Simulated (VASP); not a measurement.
A run of VASP 6.6.1 is set up as follows.

File POSCAR:

```
GaP
1.0
    0.0000000000      2.7252500000      2.7252500000
    2.7252500000      0.0000000000      2.7252500000
    2.7252500000      2.7252500000      0.0000000000
Ga P
1 1
Direct
    0.0000000000      0.0000000000      0.0000000000
    0.7500000000      0.7500000000      0.7500000000
```

Contents of INCAR.step1:

```
PREC     = Accurate       # precision mode
ENCUT    = 520            # plane-wave cutoff, eV
EDIFF    = 1E-5           # SCF threshold, eV
ISMEAR   = 0              # smearing method
SIGMA    = 0.02           # smearing width, eV
LREAL    = F              # projectors in reciprocal space
LASPH    = T              # aspherical terms in the spheres
NELM     = 80             # most SCF steps
ALGO     = Normal         # electronic algorithm
ISIF     = 2              # what is computed and relaxed
LWAVE    = T              # write WAVECAR
LCHARG   = F              # write CHGCAR
GGA      = PE             # functional
KPAR     = 4
```

Contents of INCAR.step2:

```
PREC     = Accurate       # precision mode
ENCUT    = 520            # plane-wave cutoff, eV
EDIFF    = 1E-6           # SCF threshold, eV
ISMEAR   = 0              # smearing method
SIGMA    = 0.02           # smearing width, eV
LREAL    = F              # projectors in reciprocal space
LASPH    = T              # aspherical terms in the spheres
NELM     = 80             # most SCF steps
ALGO     = Normal         # electronic algorithm
ISIF     = 2              # what is computed and relaxed
LWAVE    = F              # write WAVECAR
LCHARG   = F              # write CHGCAR
GGA      = PE             # functional
LHFCALC  = T              # exact exchange
AEXX     = 0.25           # exact-exchange fraction
PRECFOCK = Fast         
HFRCUT   = -1           
ISTART   = 1            
KPAR     = 4
```

KPOINTS

```
regular mesh
0
Gamma
  6 6 6
```

Contents of KPOINTS_OPT:

```
path GXWKGLUWLK,UX
12
line-mode
reciprocal
 0.0000000000  0.0000000000  0.0000000000  G
 0.5000000000  0.0000000000  0.5000000000  X

 0.5000000000  0.0000000000  0.5000000000  X
 0.5000000000  0.2500000000  0.7500000000  W

 0.5000000000  0.2500000000  0.7500000000  W
 0.3750000000  0.3750000000  0.7500000000  K

 0.3750000000  0.3750000000  0.7500000000  K
 0.0000000000  0.0000000000  0.0000000000  G

 0.0000000000  0.0000000000  0.0000000000  G
 0.5000000000  0.5000000000  0.5000000000  L

 0.5000000000  0.5000000000  0.5000000000  L
 0.6250000000  0.2500000000  0.6250000000  U

 0.6250000000  0.2500000000  0.6250000000  U
 0.5000000000  0.2500000000  0.7500000000  W

 0.5000000000  0.2500000000  0.7500000000  W
 0.5000000000  0.5000000000  0.5000000000  L

 0.5000000000  0.5000000000  0.5000000000  L
 0.3750000000  0.3750000000  0.7500000000  K

 0.6250000000  0.2500000000  0.6250000000  U
 0.5000000000  0.0000000000  0.5000000000  X
```

Potentials or basis: VASP PAW PBE potentials, release 64 (Ga_d, P).

The run is started by

```bash
$ cat potpaw_PBE.64/Ga_d/POTCAR potpaw_PBE.64/P/POTCAR > POTCAR
$ cp INCAR.step1 INCAR
$ mpirun -np 4 vasp_std > vasp.out
$ cp INCAR.step2 INCAR
$ mpirun -np 4 vasp_std > vasp.out
```

Q: Predict the pressure.

A: 0.3 GPa.

Q: Predict the band gap along the path.

A: 2.94 eV, indirect (least direct gap 3.45 eV).

Q: What does it give for the band gap on the k mesh?

A: 2.96 eV, indirect (least direct gap 3.45 eV).

Levels at the corners of the path, in eV from the valence-band top:
| point | band 7 | band 8 | band 9 | band 10 | band 11 | band 12 |
| --- | --- | --- | --- | --- | --- | --- |
| Γ | 0.00 | 0.00 | 0.00 | 3.45 | 5.46 | 5.46 |
| X | -7.42 | -2.97 | -2.97 | 2.96 | 3.24 | 12.80 |
| X | -7.42 | -2.97 | -2.97 | 2.96 | 3.24 | 12.80 |
| W | -7.17 | -3.97 | -3.76 | 6.22 | 6.70 | 7.76 |
| W | -7.17 | -3.97 | -3.76 | 6.22 | 6.70 | 7.76 |
| K | -7.18 | -4.36 | -2.49 | 3.59 | 6.46 | 10.16 |
| K | -7.18 | -4.36 | -2.49 | 3.59 | 6.46 | 10.16 |
| Γ | 0.00 | 0.00 | 0.00 | 3.45 | 5.46 | 5.46 |
| Γ | 0.00 | 0.00 | 0.00 | 3.45 | 5.46 | 5.46 |
| L | -7.33 | -1.23 | -1.23 | 3.17 | 6.32 | 6.32 |
| L | -7.33 | -1.23 | -1.23 | 3.17 | 6.32 | 6.32 |
| U | -7.18 | -4.36 | -2.49 | 3.59 | 6.46 | 10.16 |
| U | -7.18 | -4.36 | -2.49 | 3.59 | 6.46 | 10.16 |
| W | -7.17 | -3.97 | -3.76 | 6.22 | 6.70 | 7.76 |
| W | -7.17 | -3.97 | -3.76 | 6.22 | 6.70 | 7.76 |
| L | -7.33 | -1.23 | -1.23 | 3.17 | 6.32 | 6.32 |
| L | -7.33 | -1.23 | -1.23 | 3.17 | 6.32 | 6.32 |
| K | -7.18 | -4.36 | -2.49 | 3.59 | 6.46 | 10.16 |
| U | -7.18 | -4.36 | -2.49 | 3.59 | 6.46 | 10.16 |
| X | -7.42 | -2.97 | -2.97 | 2.96 | 3.24 | 12.80 |

Caveat: the PAW data sets were made with another functional, which shifts forces and pressure a little.

**The experiment to reproduce.**

From “Stacking defects in GaP nanowires: Electronic structure and optical properties”, 2018, arxiv:1810.01194, for a bulk crystal of GaP at 10 K: band gap 2.34 eV (indirect).

Measured gap of GaP: 2.34 eV (indirect; 10 K; quoted in “Stacking defects in GaP nanowires: Electronic structure and optical properties”, 2018, arxiv:1810.01194). This calculation gives 2.94 eV (+0.60 eV). Spin-orbit coupling on Ga is left out. The value is that of PBE0, without temperature or zero-point motion.
